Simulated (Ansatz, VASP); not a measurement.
## TiTe2 in VASP and in Ansatz

File INCAR:

```
SYSTEM = TiTe2
ALGO     = Normal         ! electronic algorithm
EDIFF    = 1E-6           ! SCF threshold, eV
ENCUT    = 520            ! plane-wave cutoff, eV
GGA      = PE             ! functional
ISIF     = 2              ! what is computed and relaxed
ISMEAR   = -1             ! smearing method
LASPH    = .TRUE.         ! aspherical terms in the spheres
LCHARG   = .FALSE.        ! write CHGCAR
LREAL    = .FALSE.        ! projectors in reciprocal space
LWAVE    = .FALSE.        ! write WAVECAR
NBANDS   = 19             ! bands
NELM     = 80             ! most SCF steps
PREC     = Accurate       ! precision mode
SIGMA    = 0.05           ! smearing width, eV
```

KPOINTS

```
k-points
0
G
  8 8 4
  0 0 0
```

Contents of POSCAR:

```
TiTe2
1.0
    3.7516502429      0.0000000000      0.0000000000
   -1.8758251215      3.2490244165      0.0000000000
    0.0000000000      0.0000000000      6.4543879477
Te Ti
2 1
Direct
    0.3333333333      0.6666666667      0.7372000000
    0.6666666667      0.3333333333      0.2628000000
    0.0000000000      0.0000000000      0.0000000000
```

File input.yaml:

```yaml
crystal:
  lattice:
    - [3.7516502429, 0.0, 0.0]
    - [-1.8758251215, 3.2490244165, 0.0]
    - [0.0, 0.0, 6.4543879477]
  atoms:
    - { symbol: Te, position: [0.3333333333, 0.6666666667, 0.7372] }
    - { symbol: Te, position: [0.6666666667, 0.3333333333, 0.2628] }
    - { symbol: Ti, position: [0.0, 0.0, 0.0] }
kpoints:
  mp_grid: { grid: [8, 8, 4] }
scf:
  occupations: { method: fermi_dirac, width: 0.05 }
hamiltonian:
  xc: pbe
  pseudopotentials: { kind: all_electron, lapw: { basis_error: 0.001 } }
output:
  forces: true
  stress: true
  eigenvalues: true
```

Change from the starting cell: volume scaled by 0.98.

Alike in both runs: task single point; functional PBE; k mesh 8 × 8 × 4; occupations fermi-dirac, width 0.05 eV; no spin polarisation.

|  | VASP | Ansatz |
| --- | --- | --- |
| version | VASP 6.6.1 | Ansatz 0.2.0 |
| potentials or method | VASP PAW PBE potentials, release 64 (Te, Ti_sv) | all-electron LAPW, scalar-relativistic |
| plane-wave cutoff (eV) | 520 | see its input |

Ansatz gave:

| Item | Value |
| --- | --- |
| gap on the k mesh at the Fermi level (eV) | none |
| pressure (GPa) | 2.3 |
| largest component of the traceless stress (GPa) | 0.48 |
| rms of the force components (eV/Å) | 0.088 |

Q: Estimate VASP's values.

A: gap on the k mesh at the Fermi level (eV): none; pressure (GPa): 2.3; largest component of the traceless stress (GPa): 0.48; rms of the force components (eV/Å): 0.093.

Atom by atom the forces differ by 0.005 eV/Å (rms over components). A gap of «none» marks a metal or a gap that the smearing closes. Ansatz ran all-electron here, so the differences hold the error of VASP's frozen core and of both bases.

Caveats: this functional lacks dispersion, which binds the layers, so the pressure and a relaxed spacing across them are unreliable. The runs have no spin-orbit coupling, so splittings on Te are missing.
